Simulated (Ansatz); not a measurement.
Set up this calculation in Ansatz 0.2.0, as the native input.

| Property | Result |
| --- | --- |
| Task | single point |
| Functional | r2SCAN50 |
| Potentials or basis | Ansatz PAW |
| Cutoff | 500 eV (not typed: the program's choice for these potentials) |
| k mesh | 6 × 6 × 6 |
| Occupations | fermi-dirac, width 0.05 eV |
| Spin | no spin polarisation |

Crystal: Ag.

```
Ag
1.0
     0.00000    2.04275    2.04275
     2.04275    0.00000    2.04275
     2.04275    2.04275    0.00000
Ag
1
Direct
  0.00000 0.00000 0.00000
```

One way to write it, as run:

input.yaml

```yaml
crystal:
  lattice:
    - [0.0, 2.04275, 2.04275]
    - [2.04275, 0.0, 2.04275]
    - [2.04275, 2.04275, 0.0]
  atoms:
    - { symbol: Ag, position: [0.0, 0.0, 0.0] }
hamiltonian:
  xc: r2scan50
  pseudopotentials: { kind: paw }
kpoints:
  mp_grid: { grid: [6, 6, 6] }
scf:
  occupations: { method: fermi_dirac, width: 0.05 }
output:
  forces: true
  stress: true
  eigenvalues: true
```

Potentials or basis: Ansatz PAW.

The run is started by

```console
$ ansatz run input.yaml --threads 2 --pin off --max-ram 5632MiB --backend cpu --events-out ev --progress --plain --runs-dir out
```

It gave:

```
Pressure               : 3.9 GPa
Band gap on the k mesh : none (metal or under the smearing width)
```

Caveat: the k mesh is coarse (spacing up to 0.44 Å⁻¹), so the values aren't converged, least of all with exact exchange; the PAW data sets come from PBE, with cores solved anew for the run's functional, which leaves a small shift of forces and pressure; the thresholds are loose for stress.

It took 7.7 s on 2 threads of Arm Neoverse V2, on a shared host, peak memory 0.65 GiB.
